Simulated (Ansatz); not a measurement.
Relaxed CsBr (CsCl type):

```yaml
crystal:
  lattice:
    - [8.77795, 0.00000, 0.00000]
    - [0.00000, 4.38897, 0.00000]
    - [0.00000, 0.00000, 4.38897]
  atoms:
    - { symbol: Cs, position: [0.00000, 0.00000, 0.00000] }
    - { symbol: Cs, position: [0.50000, 0.00000, 0.00000] }
    - { symbol: Br, position: [0.25000, 0.50000, 0.50000] }
    - { symbol: Br, position: [0.75000, 0.50000, 0.50000] }
```

Scan: atom 4 (Br, nearest neighbour Cs at 3.801 Å; its periodic images, 4.4 Å or more away, move with it) is displaced along Cartesian [111], direction (0.577, 0.577, 0.577) in Cartesian axes, by s. The other atoms stay.

Calculation: PBE (plane waves to 420 eV, PAW, scalar-relativistic; Ansatz, a first-principles code). k mesh 3×6×6 (Γ-centred), Fermi-Dirac smearing 0.05 eV. The energy includes the smearing's −TS. CsBr was relaxed with its symmetry unable to fall. ΔE is measured from the undisplaced structure.

| s (Å) | ΔE (meV/cell) |
|---|---|
| -0.760 | withheld |
| -0.608 | 209 |
| -0.456 | 103 |
| -0.304 | 42 |
| -0.152 | 10 |
| 0.000 | 0 |
| 0.152 | 10 |
| 0.304 | 42 |
| 0.456 | 103 |
| 0.608 | 209 |
| 0.760 | withheld |

### Question
Fit an even polynomial form (powers 2, 4) to the given rows and predict ΔE at s = 0.760.

### Answer
Least squares on the 9 given rows: ΔE = (410.5)·s² + (418.1)·s⁴, in meV/cell with s in Å; root-mean-square residual 0.3 meV/cell. At 0.760 the fit gives 377 meV/cell; the calculation gives 382 meV/cell, so the extrapolation is off by -5 (-1.3 %). The quadratic term alone would give 237 meV/cell.

(A displaced cell: forces are minus the slopes of the energy, force constants its curvatures, and phonons follow from these.)
